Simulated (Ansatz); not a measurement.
# Si2Mo: a line through an energy map

How does the energy of Si₂Mo (I4/mmm, No. 139; 3 atoms in the cell) vary with amplitude of mode 7 (333 cm⁻¹), at amplitude of mode 4 (278 cm⁻¹) = −0.116 Å?

Program: Ansatz 0.2.0. Level of theory: DFT PBEsol, scalar-relativistic, plane waves, PAW. These are calculated values, not measurements.

1 further run of the same task is left out (set aside as unsound or not needed). Runs told in other sessions of the task aren't counted.

**1. The system as given**

The structure is tetragonal, space group I4/mmm (No. 139). The conventional cell has a = 3.190 Å, b = 3.190 Å, c = 7.822 Å, α = 90.00°, β = 90.00°, γ = 90.00°. Around Si (site symmetry 4mm) lie 5 Si at 2.58 to 2.62 Å and 5 Mo at 2.60 to 2.62 Å. Mo (site symmetry 4/mmm) has 10 Si at 2.60 to 2.62 Å in its first shell of neighbours.

Coordinates:

```
CELL_PARAMETERS angstrom
-1.59512 1.59512 3.91091
1.59512 -1.59512 3.91091
1.59512 1.59512 -3.91091
ATOMIC_POSITIONS crystal
Si 0.33506 0.33506 0.00000
Si 0.66494 0.66494 0.00000
Mo 0.00000 0.00000 0.00000
```

It is the result of an earlier relaxation at this level (volume 13.27 Å³/atom; gap on the mesh: none (metal)).

**2. Plan of the line**

The energy is mapped over two normal modes frozen in (zone-centre modes of the cell shown).

- amplitude of mode 4 (278 cm⁻¹), largest displacement: 9 values from −0.154 to 0.154 Å
- amplitude of mode 7 (333 cm⁻¹), largest displacement: 9 values from −0.114 to 0.114 Å

Nothing else is relaxed (the cell and all other modes fixed). Energies count from the relaxed high-symmetry cell. Points are written as (first, second).

The modes come from a phonon run on the reference cell, made beforehand.

The patterns, per unit of each coordinate (Å):

```tsv
atom	x1	y1	z1	x2	y2	z2
Si1	1.000	0.000	0.000	1.000	0.000	0.000
Si2	1.000	0.000	0.000	-1.000	0.000	0.000
Mo3	-0.585	0.000	0.000	0.000	0.000	0.000
```

**3. The run at (−0.116 Å, −0.114 Å)**

File input.yaml:

```yaml
crystal:
  lattice:
    - [-1.5951226549, 1.5951226549, 3.9109090651]
    - [1.5951226549, -1.5951226549, 3.9109090651]
    - [1.5951226549, 1.5951226549, -3.9109090651]
  atoms:
    - { symbol: Si, position: [0.3350567058, 0.2631186641, -0.0719380417] }
    - { symbol: Si, position: [0.6649432942, 0.6644731109, -0.0004701833] }
    - { symbol: Mo, position: [0.0, 0.0211942157, 0.0211942157] }
basis:
  ecutwfc: 420
kpoints:
  mp_grid: { grid: [18, 18, 18] }
hamiltonian:
  xc: pbesol
  pseudopotentials: { kind: paw, azcp: { folder: soft_1 } }
scf:
  occupations: { method: gaussian, width: 0.15 }
output:
  forces: true
  stress: true
  eigenvalues: true
```

Command:

```
$ ansatz run input.yaml --threads 2 --pin off --max-ram 4096MiB --backend cpu --events-out ev --progress --plain --runs-dir out
```

Output (excerpt; [...] marks lines left out):

```text
Warning: <dir> the record states the generating functional pbe (its physics header spells it `PBE`), which answers neither for hamiltonian.xc's functional nor for the pbesol family's — results may be inconsistent (PPs are generated against a specific XC)
[...]
Warning: RAYON_NUM_THREADS=2 ignored (pool sized by the plan → 2); use --threads N
[...]
Pseudopotentials: kind: paw
Pseudopotential: Si, paw, valence charge 4, recommended cutoff 420 eV (normal), <dir>
Pseudopotential: Mo, paw, valence charge 14, recommended cutoff 420 eV (normal), <dir>
Functional definition: PBEsol
[...]
Crystal: 3 atoms, lattice volume = 39.804 Å³
Basis set: ecut = 420 eV, 769 PW (Γ), FFT grids on a1+a3, a2+a3, a3, exchange–correlation on 48×48×64 points (8 copies of the dense FFT grid, shifted against one another)
Bands: 15, of which v1, the nominal top of the filled ones, is band 11 counted from 1 (10 counted from 0)
Symmetry: 2 space group operations
Space group: Cm (ITA 8), of the structure as read, at distance tolerance 3.4e-5 Å
k-points: 1550 of 5832 (time reversal used)
[...]
SCF iter   1: F=—  HF=-6143.230662 eV  |F-HF|=—  |Δ(HF+E_count)|=         —  Δρ=9.30e-2  dr2=5.01e0  ethr=3.10e-3  ⟨swp⟩=5.6  Hψ=136431  notcnv=0
[...]
SCF iter   7: F=-6141.984451 eV  HF=-6141.984451 eV  |F-HF|=9.39e-9  |Δ(HF+E_count)|=   1.88e-7  Δρ=5.88e-6  dr2=1.64e-8  ethr=4.55e-10  ⟨swp⟩=6.1  Hψ=114229  notcnv=0
[...]
SCF converged after 7 iterations
Free energy (F): -6141.984451 eV
[...]
E sigma→0 (E₀):  -6141.982949 eV
Entropy (-TS):   -0.003004 eV (-1.001 meV/atom)
Fermi energy:    16.066816 eV
[...]
--- Forces (eV/Å), atoms counted from 1 ---
  atom   1  Si     2.21415918     0.00000000    -0.42399436
  atom   2  Si    -0.37767511     0.00000000    -0.25734698
  atom   3  Mo    -1.83648553     0.00000000     0.68134279
[...]
--- Stress (GPa, compression-positive) ---
        2.553763       0.000000      -1.443509
        0.000000       6.544068       0.000000
       -1.443509       0.000000       3.327395
  P = ⅓ Tr σ = 4.1417 GPa (41.417 kbar)
--- Band table (eV; the first three rows and the last of 1550) ---
  k-point 0: bands = ["-44.5306", "-18.7682", "-18.6519", "-18.5910", "2.5334", "9.5843", "12.5515", "12.8474", "13.2471", "13.6174", "16.3767", "18.5172", "19.1582", "19.8300", "19.8319"]
[...]
```

It took 46 s on 2 threads of Arm Neoverse V1, shared host; peak memory 1.2 GiB.

Energy on the map's scale: 317 meV.

**4. Point (−0.116 Å, −0.086 Å)**

Edit input.yaml of step 3 so:

```diff
@@ -6,4 +6,4 @@
   atoms:
-    - { symbol: Si, position: [0.3350567058, 0.2631186641, -0.0719380417] }
-    - { symbol: Si, position: [0.6649432942, 0.6644731109, -0.0004701833] }
+    - { symbol: Si, position: [0.3350567058, 0.2720521464, -0.0630045594] }
+    - { symbol: Si, position: [0.6649432942, 0.6555396286, -0.0094036656] }
     - { symbol: Mo, position: [0.0, 0.0211942157, 0.0211942157] }
```

Command:

```
$ ansatz run input.yaml --threads 2 --pin off --max-ram 4096MiB --backend cpu --events-out ev --progress --plain --runs-dir out
```

Output (excerpt; [...] marks lines left out):

```text
Warning: <dir> the record states the generating functional pbe (its physics header spells it `PBE`), which answers neither for hamiltonian.xc's functional nor for the pbesol family's — results may be inconsistent (PPs are generated against a specific XC)
[...]
Warning: RAYON_NUM_THREADS=2 ignored (pool sized by the plan → 2); use --threads N
[...]
[... 4 set-up lines as earlier in the session ...]
[...]
Crystal: 3 atoms, lattice volume = 39.804 Å³
Basis set: ecut = 420 eV, 769 PW (Γ), FFT grids on a1+a3, a2+a3, a3, exchange–correlation on 48×48×64 points (8 copies of the dense FFT grid, shifted against one another)
Bands: 15, of which v1, the nominal top of the filled ones, is band 11 counted from 1 (10 counted from 0)
[... 2 set-up lines as earlier in the session ...]
k-points: 1550 of 5832 (time reversal used)
[...]
SCF iter   1: F=—  HF=-6143.291734 eV  |F-HF|=—  |Δ(HF+E_count)|=         —  Δρ=9.28e-2  dr2=5.00e0  ethr=3.10e-3  ⟨swp⟩=5.5  Hψ=135997  notcnv=0
[...]
SCF iter   7: F=-6142.049102 eV  HF=-6142.049102 eV  |F-HF|=7.42e-9  |Δ(HF+E_count)|=   1.84e-7  Δρ=5.56e-6  dr2=1.37e-8  ethr=4.55e-10  ⟨swp⟩=6.0  Hψ=113811  notcnv=0
[...]
SCF converged after 7 iterations
Free energy (F): -6142.049102 eV
[...]
E sigma→0 (E₀):  -6142.047632 eV
Entropy (-TS):   -0.002941 eV (-0.980 meV/atom)
Fermi energy:    16.058102 eV
[...]
--- Forces (eV/Å), atoms counted from 1 ---
  atom   1  Si     1.89459197     0.00000000    -0.38833674
  atom   2  Si    -0.05019095     0.00000000    -0.12410862
  atom   3  Mo    -1.84440168     0.00000000     0.51244650
[...]
--- Stress (GPa, compression-positive) ---
        2.238456       0.000000      -1.083718
        0.000000       5.295749       0.000000
       -1.083718       0.000000       2.646867
  P = ⅓ Tr σ = 3.3937 GPa (33.937 kbar)
--- Band table (eV; the first three rows and the last of 1550) ---
  k-point 0: bands = ["-44.5285", "-18.7527", "-18.6461", "-18.6018", "2.5469", "9.5926", "12.5714", "12.8427", "13.2911", "13.5940", "16.3630", "18.6154", "19.1929", "19.7952", "19.8281"]
[...]
```

Wall time 46 s (2 threads of Arm Neoverse V1, shared host); peak memory 1.2 GiB.

That is 252 meV from the zero.

**5. Point (−0.116 Å, −0.057 Å)**

Edit input.yaml of step 4 so:

```diff
@@ -6,4 +6,4 @@
   atoms:
-    - { symbol: Si, position: [0.3350567058, 0.2720521464, -0.0630045594] }
-    - { symbol: Si, position: [0.6649432942, 0.6555396286, -0.0094036656] }
+    - { symbol: Si, position: [0.3350567058, 0.2809856287, -0.0540710771] }
+    - { symbol: Si, position: [0.6649432942, 0.6466061463, -0.0183371479] }
     - { symbol: Mo, position: [0.0, 0.0211942157, 0.0211942157] }
```

Command:

```
$ ansatz run input.yaml --threads 2 --pin off --max-ram 4096MiB --backend cpu --events-out ev --progress --plain --runs-dir out
```

Output (excerpt; [...] marks lines left out):

```text
Warning: <dir> the record states the generating functional pbe (its physics header spells it `PBE`), which answers neither for hamiltonian.xc's functional nor for the pbesol family's — results may be inconsistent (PPs are generated against a specific XC)
[...]
Warning: RAYON_NUM_THREADS=2 ignored (pool sized by the plan → 2); use --threads N
[...]
[... 4 set-up lines as earlier in the session ...]
[...]
Crystal: 3 atoms, lattice volume = 39.804 Å³
Basis set: ecut = 420 eV, 769 PW (Γ), FFT grids on a1+a3, a2+a3, a3, exchange–correlation on 48×48×64 points (8 copies of the dense FFT grid, shifted against one another)
Bands: 15, of which v1, the nominal top of the filled ones, is band 11 counted from 1 (10 counted from 0)
[... 2 set-up lines as earlier in the session ...]
k-points: 1550 of 5832 (time reversal used)
[...]
SCF iter   1: F=—  HF=-6143.335326 eV  |F-HF|=—  |Δ(HF+E_count)|=         —  Δρ=9.27e-2  dr2=4.99e0  ethr=3.10e-3  ⟨swp⟩=5.5  Hψ=135676  notcnv=0
[...]
SCF iter   7: F=-6142.095294 eV  HF=-6142.095294 eV  |F-HF|=6.23e-9  |Δ(HF+E_count)|=   1.81e-7  Δρ=5.32e-6  dr2=1.20e-8  ethr=4.55e-10  ⟨swp⟩=6.0  Hψ=113441  notcnv=0
[...]
SCF converged after 7 iterations
Free energy (F): -6142.095294 eV
[...]
E sigma→0 (E₀):  -6142.093844 eV
Entropy (-TS):   -0.002899 eV (-0.966 meV/atom)
Fermi energy:    16.051223 eV
[...]
--- Forces (eV/Å), atoms counted from 1 ---
  atom   1  Si     1.57300012     0.00000000    -0.33834486
  atom   2  Si     0.27635899     0.00000000    -0.00397591
  atom   3  Mo    -1.84935889     0.00000000     0.34232134
[...]
--- Stress (GPa, compression-positive) ---
        1.999962       0.000000      -0.723378
        0.000000       4.406338       0.000000
       -0.723377       0.000000       2.164552
  P = ⅓ Tr σ = 2.8570 GPa (28.570 kbar)
--- Band table (eV; the first three rows and the last of 1550) ---
  k-point 0: bands = ["-44.5270", "-18.7399", "-18.6420", "-18.6112", "2.5567", "9.5987", "12.5863", "12.8386", "13.3233", "13.5770", "16.3526", "18.6939", "19.2230", "19.7547", "19.8266"]
[...]
```

Wall time 47 s (2 threads of Arm Neoverse V1, shared host); peak memory 1.2 GiB.

On the map this point reads 206 meV.

**6. Point (−0.116 Å, −0.029 Å)**

Edit input.yaml of step 5 so:

```diff
@@ -6,4 +6,4 @@
   atoms:
-    - { symbol: Si, position: [0.3350567058, 0.2809856287, -0.0540710771] }
-    - { symbol: Si, position: [0.6649432942, 0.6466061463, -0.0183371479] }
+    - { symbol: Si, position: [0.3350567058, 0.289919111, -0.0451375948] }
+    - { symbol: Si, position: [0.6649432942, 0.637672664, -0.0272706302] }
     - { symbol: Mo, position: [0.0, 0.0211942157, 0.0211942157] }
```

Command:

```
$ ansatz run input.yaml --threads 2 --pin off --max-ram 4096MiB --backend cpu --events-out ev --progress --plain --runs-dir out
```

Output (excerpt; [...] marks lines left out):

```text
Warning: <dir> the record states the generating functional pbe (its physics header spells it `PBE`), which answers neither for hamiltonian.xc's functional nor for the pbesol family's — results may be inconsistent (PPs are generated against a specific XC)
[...]
Warning: RAYON_NUM_THREADS=2 ignored (pool sized by the plan → 2); use --threads N
[...]
[... 4 set-up lines as earlier in the session ...]
[...]
Crystal: 3 atoms, lattice volume = 39.804 Å³
Basis set: ecut = 420 eV, 769 PW (Γ), FFT grids on a1+a3, a2+a3, a3, exchange–correlation on 48×48×64 points (8 copies of the dense FFT grid, shifted against one another)
Bands: 15, of which v1, the nominal top of the filled ones, is band 11 counted from 1 (10 counted from 0)
[... 2 set-up lines as earlier in the session ...]
k-points: 1550 of 5832 (time reversal used)
[...]
SCF iter   1: F=—  HF=-6143.361476 eV  |F-HF|=—  |Δ(HF+E_count)|=         —  Δρ=9.27e-2  dr2=4.98e0  ethr=3.10e-3  ⟨swp⟩=5.5  Hψ=135491  notcnv=0
[...]
SCF iter   7: F=-6142.123009 eV  HF=-6142.123009 eV  |F-HF|=5.47e-9  |Δ(HF+E_count)|=   1.79e-7  Δρ=5.18e-6  dr2=1.09e-8  ethr=4.55e-10  ⟨swp⟩=6.0  Hψ=113335  notcnv=0
[...]
SCF converged after 7 iterations
Free energy (F): -6142.123009 eV
[...]
E sigma→0 (E₀):  -6142.121571 eV
Entropy (-TS):   -0.002877 eV (-0.959 meV/atom)
Fermi energy:    16.046845 eV
[...]
--- Forces (eV/Å), atoms counted from 1 ---
  atom   1  Si     1.25016846     0.00000000    -0.27400048
  atom   2  Si     0.60187872     0.00000000     0.10263234
  atom   3  Mo    -1.85204595     0.00000000     0.17136826
[...]
--- Stress (GPa, compression-positive) ---
        1.851432       0.000000      -0.362030
        0.000000       3.873673       0.000000
       -0.362030       0.000000       1.876800
  P = ⅓ Tr σ = 2.5340 GPa (25.340 kbar)
--- Band table (eV; the first three rows and the last of 1550) ---
  k-point 0: bands = ["-44.5261", "-18.7312", "-18.6395", "-18.6178", "2.5626", "9.6024", "12.5956", "12.8359", "13.3428", "13.5666", "16.3462", "18.7453", "19.2452", "19.7214", "19.8257"]
[...]
```

It took 45 s on 2 threads of Arm Neoverse V1, shared host; peak memory 1.2 GiB.

Energy on the map's scale: 178 meV.

**7. The run at (−0.116 Å, 0.000 Å)**

Edit input.yaml of step 6 so:

```diff
@@ -6,4 +6,4 @@
   atoms:
-    - { symbol: Si, position: [0.3350567058, 0.289919111, -0.0451375948] }
-    - { symbol: Si, position: [0.6649432942, 0.637672664, -0.0272706302] }
+    - { symbol: Si, position: [0.3350567058, 0.2988525933, -0.0362041125] }
+    - { symbol: Si, position: [0.6649432942, 0.6287391817, -0.0362041125] }
     - { symbol: Mo, position: [0.0, 0.0211942157, 0.0211942157] }
```

Command:

```
$ ansatz run input.yaml --threads 2 --pin off --max-ram 4096MiB --backend cpu --events-out ev --progress --plain --runs-dir out
```

Output (excerpt; [...] marks lines left out):

```text
Warning: <dir> the record states the generating functional pbe (its physics header spells it `PBE`), which answers neither for hamiltonian.xc's functional nor for the pbesol family's — results may be inconsistent (PPs are generated against a specific XC)
[...]
Warning: RAYON_NUM_THREADS=2 ignored (pool sized by the plan → 2); use --threads N
[...]
[... 4 set-up lines as earlier in the session ...]
[...]
Crystal: 3 atoms, lattice volume = 39.804 Å³
Basis set: ecut = 420 eV, 769 PW (Γ), FFT grids on a1+a3, a2+a3, a3, exchange–correlation on 48×48×64 points (8 copies of the dense FFT grid, shifted against one another)
Bands: 15, of which v1, the nominal top of the filled ones, is band 11 counted from 1 (10 counted from 0)
Symmetry: 4 space group operations
Space group: Imm2 (ITA 44), of the structure as read, at distance tolerance 3.4e-5 Å
k-points: 865 of 5832 (time reversal used)
[...]
SCF iter   1: F=—  HF=-6143.370202 eV  |F-HF|=—  |Δ(HF+E_count)|=         —  Δρ=9.27e-2  dr2=4.98e0  ethr=3.10e-3  ⟨swp⟩=5.5  Hψ=75572  notcnv=0
[...]
SCF iter   7: F=-6142.132247 eV  HF=-6142.132247 eV  |F-HF|=5.36e-9  |Δ(HF+E_count)|=   1.78e-7  Δρ=5.17e-6  dr2=1.07e-8  ethr=4.55e-10  ⟨swp⟩=6.0  Hψ=63169  notcnv=0
[...]
SCF converged after 7 iterations
Free energy (F): -6142.132247 eV
[...]
E sigma→0 (E₀):  -6142.130812 eV
Entropy (-TS):   -0.002870 eV (-0.957 meV/atom)
Fermi energy:    16.045346 eV
[...]
--- Forces (eV/Å), atoms counted from 1 ---
  atom   1  Si     0.92644692     0.00000000    -0.19537521
  atom   2  Si     0.92644692     0.00000000     0.19537521
  atom   3  Mo    -1.85289255     0.00000000     0.00000000
[...]
--- Stress (GPa, compression-positive) ---
        1.800999       0.000000       0.000000
        0.000000       3.696280       0.000000
        0.000000       0.000000       1.781167
  P = ⅓ Tr σ = 2.4261 GPa (24.261 kbar)
--- Band table (eV; the first three rows and the last of 865) ---
  k-point 0: bands = ["-44.5258", "-18.7280", "-18.6387", "-18.6203", "2.5646", "9.6037", "12.5988", "12.8349", "13.3494", "13.5631", "16.3441", "18.7633", "19.2537", "19.7082", "19.8253"]
[...]
```

It took 27 s on 2 threads of Arm Neoverse V1, shared host; peak memory 0.79 GiB.

Energy on the map's scale: 169 meV.

**8. What came out**

```
amplitude of mode 7 (333 cm⁻¹), largest displacement (Å)  step  energy (meV)  slope (meV per Å)  pressure (GPa)  largest force on an atom (eV/Å)
                                                  −0.114     3           317              −2592            4.14                             2.25
                                                  −0.086     4           252              −1945            3.39                             1.93
                                                  −0.057     5           206              −1297            2.86                             1.88
                                                  −0.029     6           178               −648            2.53                             1.86
                                                   0.000     7           169                  0            2.43                             1.85
                                                   0.029     –           178                648            2.53                             1.86
                                                   0.057     –           206               1297            2.86                             1.88
                                                   0.086     –           252               1945            3.39                             1.93
                                                   0.114     –           317               2592            4.14                             2.25
```

Energies count from the relaxed high-symmetry cell. Rows without a step come from runs not printed here or follow by symmetry. Slopes come from the forces (and the stress, where the cell changes), not from differences of energies.

In words: The lowest point computed on the line is at 0.000 Å, 169 meV from the zero. Energies and slopes round the minimum, fitted together, put the minimum at 0.0000 Å, with a curvature of about 23000 meV per Å². The highest point computed, at −0.114 Å, lies 148 meV above the lowest. This is one cut through a surface in two coordinates; the map's lowest point lies off it.
